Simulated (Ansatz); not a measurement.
## A family of molecules: the HOMO–LUMO gap

One atom is swapped for its congeners: CHF3 (trifluoromethane) `FC(F)F`; SiHF3 `F[SiH](F)F`; GeHF3 `[F][GeH]([F])[F]`; SnHF3 `[F][SnH]([F])[F]`. All are singlets with charge 0.

Shapes, held fixed at every level: PBE0-D4/def2-TZVP. Programs: Ansatz 0.2.0. Values in eV.

```tsv
level	CHF3	SiHF3	GeHF3	SnHF3
SPW92/def2-TZVPP	10.62	9.52	7.87	6.01
r2SCAN-D4/def2-TZVPP	11.96	10.66	8.89	6.87
B3LYP-D4/def2-TZVPP	12.64	11.73	10.23	8.26
PBE0-D4/def2-TZVPP	13.31	12.25	10.89	8.90
r2SCAN0-D4/def2-TZVPP	14.31	12.89	11.48	9.39
wB97X-V/def2-TZVPP	17.81	16.84	15.66	13.59
```

At wB97X-V/def2-TZVPP the HOMO–LUMO gap falls at every step, from 17.81 to 13.59 eV. Every level shows the same order. For atoms past krypton def2 sets carry core potentials with scalar relativity. Relativity is left out for Ge unless named. Orbital gaps aren't excitation energies, and the LUMO depends on the basis.
